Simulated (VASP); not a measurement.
# ZrO2 (strained fluorite): a PBE single-point calculation in VASP

INCAR

```
GGA = PE
LCHARG = .FALSE.
PREC = Accurate
NSW = 0
NELM = 120
NBANDS = 19
EDIFF = 1E-7
ENCUT = 520
ISMEAR = -1
SIGMA = 0.02
LASPH = .TRUE.
IBRION = -1
LWAVE = .FALSE.
LREAL = .FALSE.
ISIF = 2
```

KPOINTS

```
KPOINTS created by Atomic Simulation Environment
0
Gamma
8 8 8
0 0 0
```

KPOINTS_OPT

```
special points
6
Reciprocal
0.0000000000 0.0000000000 0.0000000000 1
0.5000000000 0.0000000000 0.5000000000 1
0.6250000000 0.2500000000 0.6250000000 1
0.3750000000 0.3750000000 0.7500000000 1
0.5000000000 0.5000000000 0.5000000000 1
0.5000000000 0.2500000000 0.7500000000 1
```

POSCAR

```
Zr O
 1.0000000000000000
     0.0000000000000000    2.5447135875000000    2.5447135875000000
     2.5892460753000002    0.0000000000000000    2.5447135875000000
     2.5892460753000002    2.5447135875000000    0.0000000000000000
 Zr  O
   1   2
Cartesian
  0.0000000000000000  0.0000000000000000  0.0000000000000000
  1.2946230376500001  1.2723567937499998  1.2723567937500000
  3.8838691129500003  3.8170703812499998  3.8170703812499998
```

VASP ran with the recommended PBE PAW datasets (24 valence electrons in the cell).

Command

```
mpirun -np 1 vasp_std
```

OSZICAR

```
N       E                     dE             d eps       ncg     rms          rms(c)
DAV:   1     0.180088284120E+03    0.18009E+03   -0.14214E+04  2242   0.129E+03
DAV:   2    -0.257711896975E+02   -0.20586E+03   -0.19940E+03  2748   0.345E+02
DAV:   3    -0.347114297031E+02   -0.89402E+01   -0.88888E+01  3129   0.679E+01
DAV:   4    -0.349452889567E+02   -0.23386E+00   -0.23338E+00  3047   0.857E+00
DAV:   5    -0.349488546683E+02   -0.35657E-02   -0.35655E-02  2831   0.996E-01    0.234E+01
DAV:   6    -0.286672459964E+02    0.62816E+01   -0.23558E+01  2388   0.394E+01    0.807E+00
DAV:   7    -0.285932031964E+02    0.74043E-01   -0.10101E+00  2694   0.778E+00    0.651E+00
DAV:   8    -0.285779300847E+02    0.15273E-01   -0.37860E-01  2469   0.571E+00    0.286E+00
DAV:   9    -0.285580974053E+02    0.19833E-01   -0.54796E-02  2468   0.213E+00    0.337E-01
DAV:  10    -0.285594575872E+02   -0.13602E-02   -0.66222E-03  2631   0.751E-01    0.344E-01
DAV:  11    -0.285592319874E+02    0.22560E-03   -0.83712E-04  2497   0.290E-01    0.478E-02
DAV:  12    -0.285592699819E+02   -0.37994E-04   -0.98074E-05  2571   0.768E-02    0.509E-02
DAV:  13    -0.285592612324E+02    0.87495E-05   -0.31137E-05  2918   0.432E-02    0.702E-03
DAV:  14    -0.285592625609E+02   -0.13286E-05   -0.45078E-06  2571   0.209E-02    0.130E-02
DAV:  15    -0.285592620511E+02    0.50986E-06   -0.13856E-06  2473   0.107E-02    0.763E-04
DAV:  16    -0.285592620013E+02    0.49740E-07   -0.26215E-08  1725   0.134E-03
   1 F= -.28559262E+02 E0= -.28559262E+02  d E =-.386585E-11
       N       E                     dE             ncg
DAV:   1     0.232041928217E+04   -0.45315E+04      228
DAV:   2     0.111451911984E+04   -0.12059E+04      274
DAV:   3     0.105691601622E+04   -0.57603E+02      327
DAV:   4     0.105611285862E+04   -0.80316E+00      278
DAV:   5     0.105609025257E+04   -0.22606E-01      314
DAV:   6     0.105608989011E+04   -0.36246E-03      278
DAV:   7     0.105608987752E+04   -0.12588E-04      317
DAV:   8     0.105608987704E+04   -0.47842E-06      182
DAV:   9     0.105608987702E+04   -0.21684E-07      173
```

From OUTCAR

```
k-points           NKPTS =     59   k-points in BZ     NKDIM =     59   number of bands    NBANDS=     19

   NELECT =      24.0000    total number of electrons

   dimension x,y,z NGX =    28 NGY =   28 NGZ =   28
   dimension x,y,z NGXF=    56 NGYF=   56 NGZF=   56

  energy-cutoff  :      520.00
  volume of cell :       33.53
      direct lattice vectors                 reciprocal lattice vectors
     0.000000000  2.544713587  2.544713587    -0.193106405  0.196485767  0.196485767
     2.589246075  0.000000000  2.544713587     0.193106405 -0.196485767  0.196485767
     2.589246075  2.544713587  0.000000000     0.193106405  0.196485767 -0.196485767

 k-points in reciprocal lattice and weights: KPOINTS created by Atomic Simulation Env
   0.00000000  0.00000000  0.00000000       0.002
   0.12500000  0.00000000  0.00000000       0.016
   0.25000000  0.00000000  0.00000000       0.016
   0.37500000  0.00000000  0.00000000       0.016
   0.50000000  0.00000000  0.00000000       0.008
   0.12500000  0.12500000  0.00000000       0.008
   0.25000000  0.12500000  0.00000000       0.031
   0.37500000  0.12500000  0.00000000       0.031
   ...

 E-fermi :   7.5098

 k-point     1 :       0.0000    0.0000    0.0000
  band No.  band energies     occupation
      1     -41.1369      2.00000
      2     -18.9574      2.00000
      3     -18.9574      2.00000
      4     -18.9489      2.00000
      5     -11.0825      2.00000
      6      -8.5840      2.00000
      7       1.8957      2.00000
      8       1.8957      2.00000
      9       1.9130      2.00000
     10       6.3652      2.00000
     11       6.5824      2.00000
     12       6.5824      2.00000
     13      10.2533      0.00000
     14      10.4143      0.00000
     15      13.4931      0.00000
     16      16.1853      0.00000
     17      16.1931      0.00000
     18      16.1931      0.00000
     19      21.1904      0.00000

 k-point     2 :       0.1250    0.0000    0.0000
  band No.  band energies     occupation
      1     -41.1307      2.00000
      2     -19.0570      2.00000
      3     -18.9664      2.00000
      4     -18.9617      2.00000
      5     -10.8762      2.00000
      6      -8.7340      2.00000
      7       2.0459      2.00000
      8       2.0510      2.00000
      9       2.3073      2.00000
     10       6.0626      2.00000
     11       6.2509      2.00000
     12       6.3037      2.00000
     13      10.5424      0.00000
     14      10.6777      0.00000
     15      13.9610      0.00000
     16      15.6930      0.00000
     17      15.9697      0.00000
     18      15.9739      0.00000
     19      20.9248      0.00000

 k-point     3 :       0.2500    0.0000    0.0000
  band No.  band energies     occupation
      1     -41.1156      2.00000
      2     -19.2883      2.00000
      3     -18.9879      2.00000
      4     -18.9863      2.00000
      5     -10.4267      2.00000
      6      -9.0090      2.00000
      7       2.4012      2.00000
      8       2.4193      2.00000
      9       3.2661      2.00000
     10       5.3976      2.00000
     11       5.7221      2.00000
     12       5.8033      2.00000
     13      10.9775      0.00000
     14      11.0383      0.00000
     15      13.7332      0.00000
     16      15.5563      0.00000
     17      15.5649      0.00000
     18      15.9598      0.00000
     19      20.2179      0.00000

 k-point     4 :       0.3750    0.0000    0.0000
  band No.  band energies     occupation
      1     -41.1005      2.00000
      2     -19.5019      2.00000
      3     -19.0107      2.00000
      4     -19.0093      2.00000
      5     -10.1544      2.00000
      6      -9.0557      2.00000
      7       2.7347      2.00000
      8       2.7951      2.00000
      9       4.1824      2.00000
     10       4.8055      2.00000
     11       5.4472      2.00000
     12       5.4871      2.00000
     13      11.0356      0.00000
     14      11.0649      0.00000
     15      13.0597      0.00000
     16      15.3413      0.00000
     17      15.3439      0.00000
     18      16.3266      0.00000
     19      20.2599      0.00000

 k-point     5 :       0.5000    0.0000    0.0000
  band No.  band energies     occupation
      1     -41.0942      2.00000
      2     -19.5859      2.00000
      3     -19.0207      2.00000
      4     -19.0181      2.00000
      5     -10.1339      2.00000
      6      -8.9678      2.00000
      7       2.8574      2.00000
      8       2.9427      2.00000
      9       4.5368      2.00000
     10       4.5770      2.00000
     11       5.4016      2.00000
     12       5.4139      2.00000
     13      10.9261      0.00000
     14      10.9935      0.00000
     15      12.9577      0.00000
     16      15.3118      0.00000
     17      15.3185      0.00000
     18      16.0142      0.00000
     19      20.7789      0.00000

 k-point     6 :       0.1250    0.1250    0.0000
  band No.  band energies     occupation
      1     -41.1284      2.00000
      2     -19.0707      2.00000
      3     -18.9830      2.00000
      4     -18.9721      2.00000
      5     -10.8000      2.00000
      6      -8.7937      2.00000
      7       2.0624      2.00000
      8       2.0984      2.00000
      9       2.5063      2.00000
     10       5.3923      2.00000
     11       6.4017      2.00000
     12       6.6178      2.00000
     13      10.4578      0.00000
     14      10.8322      0.00000
     15      14.1810      0.00000
     16      15.6723      0.00000
     17      15.6773      0.00000
     18      15.9072      0.00000
     19      21.0491      0.00000

 k-point     7 :       0.2500    0.1250    0.0000
  band No.  band energies     occupation
      1     -41.1162      2.00000
      2     -19.2414      2.00000
      3     -19.0094      2.00000
      4     -18.9999      2.00000
      5     -10.4066      2.00000
      6      -9.0467      2.00000
      7       2.3489      2.00000
      8       2.3950      2.00000
      9       3.3550      2.00000
     10       4.5061      2.00000
     11       6.1669      2.00000
     12       6.3754      2.00000
     13      10.7765      0.00000
     14      11.1550      0.00000
     15      14.1855      0.00000
     16      15.2420      0.00000
     17      15.4214      0.00000
     18      15.8690      0.00000
     19      20.7406      0.00000

 k-point     8 :       0.3750    0.1250    0.0000
  band No.  band energies     occupation
      1     -41.1011      2.00000
      2     -19.4395      2.00000
      3     -19.0478      2.00000
      4     -19.0277      2.00000
      5     -10.0422      2.00000
      6      -9.1844      2.00000
      7       2.7034      2.00000
      8       2.7268      2.00000
      9       4.0113      2.00000
     10       4.3893      2.00000
     11       5.7397      2.00000
     12       5.9306      2.00000
     13      10.9948      0.00000
     14      11.2576      0.00000
     15      13.3291      0.00000
     16      15.0491      0.00000
     17      15.0643      0.00000
     18      16.7166      0.00000
     19      20.4592      0.00000

 k-point     9 :       0.5000    0.1250    0.0000
  band No.  band energies     occupation
      1     -41.0920      2.00000
      2     -19.5490      2.00000
      3     -19.0858      2.00000
      4     -19.0345      2.00000
      5      -9.9903      2.00000
      6      -9.0681      2.00000
      7       2.7355      2.00000
      8       3.0169      2.00000
      9       3.9638      2.00000
     10       5.0073      2.00000
     11       5.4205      2.00000
     12       5.6950      2.00000
     13      11.0249      0.00000
     14      11.1198      0.00000
     15      12.9852      0.00000
     16      14.8410      0.00000
     17      15.1044      0.00000
     18      16.7327      0.00000
     19      20.9027      0.00000

 k-point    10 :      -0.3750    0.1250    0.0000
  band No.  band energies     occupation
      1     -41.0942      2.00000
      2     -19.5184      2.00000
      3     -19.0962      2.00000
      4     -19.0203      2.00000
      5      -9.9939      2.00000
      6      -9.0989      2.00000
      7       2.6115      2.00000
      8       3.1048      2.00000
      9       4.1497      2.00000
     10       4.8446      2.00000
     11       4.9888      2.00000
     12       6.0387      2.00000
     13      10.8518      0.00000
     14      11.3098      0.00000
     15      13.0621      0.00000
     16      14.7277      0.00000
     17      15.2222      0.00000
     18      16.8452      0.00000
     19      20.7430      0.00000

 ...

  Total       -1.0555511      0.4943723      0.4943723     -0.0000000      0.0000000      0.0000000
  in kB      -50.4322915     23.6202014     23.6202014     -0.0000000      0.0000000      0.0000000
  external PRESSURE =      -1.0639629 kB  Pullay stress =       0.0000000 kB

 POSITION                                       TOTAL-FORCE (eV/Angst)
 -----------------------------------------------------------------------------------
      0.00000      0.00000      0.00000         0.000000     -0.000000      0.000000
      1.29462      1.27236      1.27236         0.000000     -0.000000     -0.000000
      3.88387      3.81707      3.81707        -0.000000      0.000000      0.000000
 -----------------------------------------------------------------------------------
    total drift:                                0.000000      0.000000      0.000000

  FREE ENERGIE OF THE ION-ELECTRON SYSTEM (eV)
  ---------------------------------------------------
  free  energy   TOTEN  =       -28.5592620013 eV

  energy  without entropy=      -28.5592620013  energy(sigma->0) =      -28.55926200
```

```
gap between bands v and c : 3.16 eV
least direct gap          : 3.66 eV
pressure                  : -0.1 GPa
```

Band v is the last that the valence electrons fill when counted band by band, and c is the next.

The run took about 64 s on one core of a shared host (Intel Xeon Platinum 8488C) and held 0.19 GiB at most.
